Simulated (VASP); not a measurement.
# Si (P6/mmm) in VASP: further runs

The runs below take Si through single point, relaxation of cell and atoms, with PBEsol.

Program: VASP 6.6.1. These are calculated values, not measurements. Logs are shortened: lines on timing, memory, paths and dates and some standing lists are left out, and cuts for length are marked.

## (1) The crystal as given

Symmetry: P6/mmm, No. 191, hexagonal system. Conventional cell: a = 2.527 Å, b = 2.527 Å, c = 2.396 Å, α = 90.00°, β = 90.00°, γ = 120.00°. Si (site symmetry 6/mmm) has 8 Si at 2.40 to 2.53 Å as nearest neighbours.

This isn't the form of Si at room conditions, which is diamond.

## (2) Single point, PBEsol

The input, INCAR:

```
PREC = Accurate ; ENCUT = 520
EDIFF = 1E-6 ; ISMEAR = -1
SIGMA = 0.1 ; LREAL = False
LASPH = True ; NELM = 100
ALGO = Normal ; ISIF = 2
LWAVE = False ; LCHARG = False
GGA = PS ; NBANDS = 8
```

The input, KPOINTS:

```
regular mesh
0
Gamma
  18 18 18
```

The input, POSCAR:

```
Si
1.0
    2.5272893381      0.0000000000      0.0000000000
   -1.2636446691      2.1886967695      0.0000000000
    0.0000000000      0.0000000000      2.3962243211
Si
1
Direct
    0.0000000000      0.0000000000      0.0000000000
```

Potentials or basis: VASP PAW PBE potentials, release 64 (Si).

Launch:

```bash
$ cat potpaw_PBE.64/Si/POTCAR > POTCAR
$ mpirun -np 1 vasp_std > vasp.out
```

OUTCAR:

```text
PREC = Accurate
   ENCUT = 520
   EDIFF = 1E-6
   ISMEAR = -1
   LREAL = False
   LASPH = True
   NELM = 100
   ISIF = 2
   GGA = PS

 ion  position               nearest neighbor table
   1  0.000  0.000  0.000-

  LATTYP: Found a hexagonal cell.
 ALAT       =     2.5272893381
 C/A-ratio  =     0.9481400823

  Lattice vectors:

 A1 = (   2.5272893381,   0.0000000000,   0.0000000000)
 A2 = (  -1.2636446691,   2.1886967695,   0.0000000000)
 A3 = (   0.0000000000,   0.0000000000,   2.3962243211)

Analysis of symmetry for initial positions (statically):
=====================================================================
 Subroutine PRICEL returns:
 Original cell was already a primitive cell.

 Routine SETGRP: Setting up the symmetry group for a
 hexagonal supercell.

 Subroutine GETGRP returns: Found 24 space group operations
 (whereof 24 operations were pure point group operations)
 out of a pool of 24 trial point group operations.

The static configuration has the point symmetry D_6h.

Analysis of symmetry for dynamics (positions and initial velocities):
=====================================================================
 Subroutine PRICEL returns:
 Original cell was already a primitive cell.

 Routine SETGRP: Setting up the symmetry group for a
 hexagonal supercell.

 Subroutine GETGRP returns: Found 24 space group operations
 (whereof 24 operations were pure point group operations)
 out of a pool of 24 trial point group operations.

The dynamic configuration has the point symmetry D_6h.

 Subroutine INISYM returns: Found 24 space group operations
 (whereof 24 operations are pure point group operations),
 and found     1 'primitive' translations

----------------------------------------------------------------------------------------

                                     Primitive cell

  volume of cell :      13.2546

  direct lattice vectors                    reciprocal lattice vectors
     2.527289338  0.000000000  0.000000000     0.395680853  0.228446447  0.000000000
    -1.263644669  2.188696769  0.000000000     0.000000000  0.456892893  0.000000000
     0.000000000  0.000000000  2.396224321     0.000000000  0.000000000  0.417323199

  length of vectors
     2.527289338  2.527289338  2.396224321     0.456892893  0.456892893  0.417323199

  position of ions in fractional coordinates (direct lattice)
     0.000000000  0.000000000  0.000000000

  ion indices of the primitive-cell ions
   primitive index   ion index
                 1           1

----------------------------------------------------------------------------------------

 KPOINTS: regular mesh

Automatic generation of k-mesh.
 Grid dimensions read from file:
 generate k-points for:   18   18   18

 Generating k-lattice:

  Cartesian coordinates                     Fractional coordinates (reciprocal lattice)
     0.021982270  0.012691469  0.000000000     0.055555556 -0.000000000  0.000000000
     0.000000000  0.025382939  0.000000000     0.000000000  0.055555556  0.000000000
     0.000000000  0.000000000  0.023184622     0.000000000  0.000000000  0.055555556

  Length of vectors
     0.025382939  0.025382939  0.023184622

  Shift w.r.t. Gamma in fractional coordinates (k-lattice)
     0.000000000  0.000000000  0.000000000

 Subroutine IBZKPT returns following result:
 ===========================================

 Found    370 irreducible k-points:

 Following reciprocal coordinates:
            Coordinates               Weight
  0.000000  0.000000  0.000000      1.000000
  0.055556  0.000000  0.000000      6.000000
  0.111111  0.000000  0.000000      6.000000
  0.166667  0.000000  0.000000      6.000000
  0.222222  0.000000  0.000000      6.000000
  0.277778  0.000000  0.000000      6.000000
[... 16 lines left out ...]
  0.333333  0.111111  0.000000     12.000000
  0.388889  0.111111  0.000000     12.000000
 [... further k-points ...]
   k-points           NKPTS =    370   k-points in BZ     NKDIM =    370   number of bands    NBANDS=      8
   number of dos      NEDOS =    301   number of ions     NIONS =      1
   total plane-waves  NPLWV =   7200
   dimension x,y,z NGX =    20 NGY =   20 NGZ =   18
   dimension x,y,z NGXF=    40 NGYF=   40 NGZF=   36
   ions per type =               1
   NGX,Y,Z   is equivalent  to a cutoff of  13.16, 13.16, 12.49 a.u.
   NGXF,Y,Z  is equivalent  to a cutoff of  26.31, 26.31, 24.98 a.u.
 SYSTEM =  unknown system
   PREC   = accura    normal or accurate (medium, high low for compatibility)
   ISTART =      0    job   : 0-new  1-cont  2-samecut
   ICHARG =      2    charge: 1-file 2-atom 10-const
   ISPIN  =      1    spin polarized calculation?
   LNONCOLLINEAR =      F non collinear calculations
   LSORBIT =      F    spin-orbit coupling
   LASPH  =      T    aspherical Exc in radial PAW
   ENCUT  =  520.0 eV  38.22 Ry    6.18 a.u.   4.70  4.70  4.46*2*pi/ulx,y,z
   NELM   =    100;   NELMIN=  2; NELMDL= -5     # of ELM steps
   EDIFF  = 0.1E-05   stopping-criterion for ELM
   LREAL  =      F    real-space projection
   EDIFFG = 0.1E-04   stopping-criterion for IOM
   NSW    =      0    number of steps for IOM
   IBRION =     -1    ionic relax: 0-MD 1-quasi-New 2-CG
   NFREE  =      0    steps in history (QN), initial steepest desc. (CG)
   ISIF   =      2    stress and relaxation
   ISYM   =      2    0-nonsym 1-usesym 2-fastsym
   POTIM  = 0.5000    time-step for ionic-motion
   TEBEG  =    0.0;   TEEND  =   0.0 temperature during run
   PSTRESS=    0.0 pullay stress
   NELECT =       4.0000    total number of electrons
   NUPDOWN=      -1.0000    fix difference up-down
   EMIN   =  10.00;   EMAX   =-10.00  energy-range for DOS
   EFERMI =   0.00;   METHOD = LEGACY
   ISMEAR =    -1;   SIGMA  =   0.10  broadening in eV -4-tet -1-fermi 0-gaus
   EFERMI_NEDOS =   21; number of points for ismear=-14 and -15
   IALGO  =     38    algorithm
   IMIX   =      4    mixing-type and parameters
     AMIX     =   0.40;   BMIX     =  1.00
     AMIX_MAG =   1.60;   BMIX_MAG =  1.00
  volume/ion in A,a.u.               =      13.25        89.45
  Fermi-wavevector in a.u.,A,eV,Ry     =   1.098092  2.075093 16.405994  1.205807
  Thomas-Fermi vector in A             =   2.234464
   LORBIT       =      0    0 simple, 1 ext, 2 COOP (PROOUT), +10 PAW based schemes
   GGA     = PS    functional components
   LHFCALC =     F    Hartree Fock is set to
   AEXX    =    0.0000 exact exchange contribution
   IVDW    =     0    specifies the selected vdW correction
   LEPSILON=     F    determine dielectric tensor
   LRPA    =     F    only Hartree local field effects (RPA)
 non-spin polarized calculation
  energy-cutoff  :      520.00
  volume of cell :       13.25
 maximum number of plane-waves:       381
 NGX is ok and might be reduce to    20
   NGX =  9   NGY =  9   NGZ =  9

 number of electron       4.0000000 magnetization

 Free energy of the ion-electron system (eV)
  ---------------------------------------------------
  ext. energy  EPLUGINS =         0.00000000
  ---------------------------------------------------
  free energy    TOTEN  =        -5.48627119 eV

  energy without entropy =       -5.47494272  energy(sigma->0) =       -5.48060695

 E-fermi :  11.0622     XC(G=0): -11.5432

 val. band max:       11.0232810999   @ k =   0.2778   0.2222   0.2778
 cond. band min:      11.0627636183   @ k =   0.1111   0.0556   0.2222
 fundamental gap:      0.0394825184
 Fermi energy:        11.0622085708

 k-point     1 :       0.0000    0.0000    0.0000
  band No.  band energies     occupation
      1      -4.0717      2.00000
      2      18.5246      0.00000
      3      19.4903      0.00000
      4      22.6763      0.00000
      5      22.6763      0.00000
      6      23.7760      0.00000
      7      23.7760      0.00000
      8      29.3722      0.00000

 k-point     2 :       0.0556    0.0000    0.0000
  band No.  band energies     occupation
      1      -3.9783      2.00000
      2      18.2999      0.00000
      3      19.5684      0.00000
      4      21.5455      0.00000
      5      21.7668      0.00000
      6      24.1082      0.00000
      7      24.8455      0.00000
      8      30.4040      0.00000

 k-point     3 :       0.1111    0.0000    0.0000
  band No.  band energies     occupation
      1      -3.6982      2.00000
      2      17.3236      0.00000
      3      19.8025      0.00000
      4      20.1608      0.00000
      5      20.6193      0.00000
      6      24.2324      0.00000
      7      26.4715      0.00000
      8      32.4947      0.00000

 k-point     4 :       0.1667    0.0000    0.0000
  band No.  band energies     occupation
      1      -3.2324      2.00000
      2      15.4364      0.00000
      3      19.4387      0.00000
      4      19.6004      0.00000
      5      20.1924      0.00000
      6      24.3449      0.00000
      7      28.2830      0.00000
      8      33.9114      0.00000

 k-point     5 :       0.2222    0.0000    0.0000
  band No.  band energies     occupation
      1      -2.5824      2.00000
      2      13.2273      0.00000
      3      18.7335      0.00000
      4      18.9775      0.00000
      5      20.7373      0.00000
      6      24.6644      0.00000
      7      30.2466      0.00000
      8      34.1710      0.00000
[... 177 lines left out ...]
 k-point    22 :       0.2778    0.1111    0.0000
  band No.  band energies     occupation
      1      -0.4635      2.00000
      2       9.1479      2.00000
      3      13.7429      0.00000
      4      21.8218      0.00000
      5      22.5121      0.00000
      6      26.5946      0.00000
      7      30.7777      0.00000
      8      32.3896      0.00000

 k-point    23 :       0.3333    0.1111    0.0000
  band No.  band energies     occupation
      1       0.7223      2.00000
      2       7.1585      2.00000
      3      13.3326      0.00000
      4      21.7345      0.00000
      5      23.4933      0.00000
      6      27.5380      0.00000
      7      29.1719      0.00000
      8      33.0383      0.00000

 k-point    24 :       0.3889    0.1111    0.0000
  band No.  band energies     occupation
      1       2.0778      2.00000
      2       5.3162      2.00000
      3      13.0864      0.00000
      4      21.6496      0.00000
      5      24.5636      0.00000
      6      27.7109      0.00000
      7      28.6890      0.00000
      8      31.8543      0.00000

 [... further k-points ...]

------------------------ aborting loop because EDIFF is reached ----------------------------------------

  FORCE on cell =-STRESS in cart. coord.  units (eV):
  Direction    XX          YY          ZZ          XY          YZ          ZX
  --------------------------------------------------------------------------------------
  -------------------------------------------------------------------------------------
  Total        1.3241285      1.3241285      1.3279773     -0.0000000      0.0000000      0.0000000
  in kB      160.0562685    160.0562685    160.5214986     -0.0000000      0.0000000      0.0000000
  external PRESSURE =     160.2113452 kB  Pullay stress =       0.0000000 kB

 VOLUME and BASIS-vectors are now :
 -----------------------------------------------------------------------------
  energy-cutoff  :      520.00
  volume of cell :       13.25
      direct lattice vectors                 reciprocal lattice vectors
     2.527289338  0.000000000  0.000000000     0.395680853  0.228446447  0.000000000
    -1.263644669  2.188696769  0.000000000     0.000000000  0.456892893  0.000000000
     0.000000000  0.000000000  2.396224321     0.000000000  0.000000000  0.417323199

 POSITION                                       TOTAL-FORCE (eV/Angst)
 -----------------------------------------------------------------------------------
      0.00000      0.00000      0.00000         0.000000      0.000000      0.000000
 -----------------------------------------------------------------------------------
    total drift:                                0.000000     -0.000000      0.000000

  FREE ENERGIE OF THE ION-ELECTRON SYSTEM (eV)
  ---------------------------------------------------
  free  energy   TOTEN  =        -5.4862711862 eV

  energy  without entropy=       -5.4749427229  energy(sigma->0) =       -5.48060695
```

Run time: 12 s. Hardware: 1 thread of Intel Xeon 6975P-C (Granite Rapids), shared host; peak memory 0.13 GiB.

What came out:

| Property | Result |
| --- | --- |
| Free energy | -5.4863 eV |
| Pressure | 16.0 GPa |
| Band gap on the k mesh | none (metal or under the smearing width) |

Caveat: so large a pressure means that the cell lies far from this level's equilibrium, or that cutoff or potentials fall short; the potentials were made for another functional, which shifts forces and pressure.

[end of part 1 of 2]
